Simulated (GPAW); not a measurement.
Input of a GPAW 26.7.0 run:

run.py

```python
from ase.calculators.mixing import SumCalculator
from ase.eos import EquationOfState
from ase.io import Trajectory, read
from ase.units import GPa
from dftd3.ase import DFTD3
from gpaw import GPAW, PW

atoms = read('ZnS.xyz')

traj = Trajectory('eos.traj', 'w')
volumes, energies = [], []
for x in [0.94, 0.96, 0.98, 1.0, 1.02, 1.04, 1.06]:
    a = atoms.copy()
    a.set_cell(atoms.cell * x**(1 / 3), scale_atoms=True)
    calc = GPAW(mode=PW(600),
                xc='RPBE',
                kpts={'size': (7, 7, 7), 'gamma': True},
                occupations={'name': 'fermi-dirac', 'width': 0.05},
                nbands=18,
                convergence={'density': 1e-05, 'energy': 1e-05},
                maxiter=150,
                txt=f'eos-{x:.2f}.txt')
    a.calc = SumCalculator([calc, DFTD3(method='rpbe', damping='d3zero')])
    energies.append(a.get_potential_energy())
    volumes.append(a.get_volume())
    p = -a.get_stress()[:3].mean() / GPa
    calc.write(f'eos-{x:.2f}.gpw')
    traj.write(a)
    print(f'{x:.2f} {volumes[-1]:10.4f} A^3 {energies[-1]:14.6f} eV {p:9.3f} GPa', flush=True)

v0, e0, B = EquationOfState(volumes, energies, eos='birchmurnaghan').fit()
print(f'V0 = {v0:.4f} A^3, E0 = {e0:.6f} eV, B0 = {B / GPa:.2f} GPa')
```

File ZnS.xyz:

```xyz
2
Lattice="0.0000000000 2.7020000000 2.7020000000 2.7020000000 0.0000000000 2.7020000000 2.7020000000 2.7020000000 0.0000000000" Properties=species:S:1:pos:R:3 pbc="T T T"
Zn     4.0530000000      4.0530000000      4.0530000000
S      0.0000000000      0.0000000000      0.0000000000
```

Potentials or basis: the program's PAW data sets (release 1.2.1) made for this functional, pw.

Command:

```bash
$ OMP_NUM_THREADS=1 python run.py
```

(1) Predict the pressure derivative of the bulk modulus.

(2) Predict the equilibrium volume.

(3) What does it give for the bulk modulus?

Answers

(1) 4.7.

(2) 19.68 Å³/atom.

(3) 73 GPa.

**The experiment to reproduce.**

“Electronic, vibrational, and thermodynamic properties of ZnS (zincblende and rocksalt structure)”, 2009, arxiv:0911.5022 quotes, for a bulk crystal of ZnS: bulk modulus 76.9 GPa.

Against the measured bulk modulus of ZnS, 76.9 GPa (quoted in “Electronic, vibrational, and thermodynamic properties of ZnS (zincblende and rocksalt structure)”, 2009, arxiv:0911.5022), the calculated 73 GPa is off by -5.1 %. The fit is for a static lattice scaled at fixed shape and fixed fractional positions.
